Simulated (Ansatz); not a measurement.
Here is an Ansatz 0.2.0 calculation.

File input.yaml:

```yaml
crystal:
  lattice:
    - [0.0, 2.861, 2.861]
    - [2.861, 0.0, 2.861]
    - [2.861, 2.861, 0.0]
  atoms:
    - { symbol: Mn, position: [0.75, 0.75, 0.75], spin: 4.0 }
    - { symbol: Mn, position: [0.25, 0.25, 0.25], spin: 4.0 }
    - { symbol: Mn, position: [0.5, 0.5, 0.5], spin: 4.0 }
    - { symbol: Si, position: [0.0, 0.0, 0.0] }
hamiltonian:
  xc: pbesol
  pseudopotentials: { kind: paw }
magnetization:
  spin_polarized: true
kpoints:
  mp_grid: { grid: [8, 8, 8] }
scf:
  occupations: { method: fermi_dirac, width: 0.05 }
output:
  forces: true
  stress: true
  eigenvalues: true
relax:
  f_tol: 0.01
  max_steps: 40
  cell: { stress_tol: 0.05, p_target: 10.0 }
```

Potentials or basis: Ansatz PAW.

The run is started by

```console
$ ansatz run input.yaml --threads 2 --pin off --max-ram 5632MiB --backend cpu --events-out ev --progress --plain --runs-dir out
```

Question: What does it give for the space group after relaxing (to 0.05 Å)?

Answer: Fm-3m (No. 225).

Question: What does it give for the relaxed cell?

Answer: a = 3.881 Å, b = 3.881 Å, c = 3.881 Å, α = 60.00°, β = 60.00°, γ = 60.00°.

Question: Estimate the site moments.

Answer: Mn -0.33, +1.86; Si +0.02 μB.

Question: Estimate the absolute moment.

Answer: 2.72 μB per cell.

The path:
```
step  energy change (eV)  largest force (eV/Å)  volume (Å³)
   1              0.0000                0.0000        46.84
   2             -0.1997                0.0000        42.80
   3             -0.1304                0.0000        41.05
   4             -0.1505                0.0000        41.35
   5             -0.1488                0.0000        41.32
   6             -0.1477                0.0000        41.32
```

Caveat: the plane-wave basis is chosen anew once the cell has moved, so the energies of steps on either side of that aren't comparable; the PAW data sets come from PBE, with cores solved anew for the run's functional, which leaves a small shift of forces and pressure; the starting moments weren't kept.
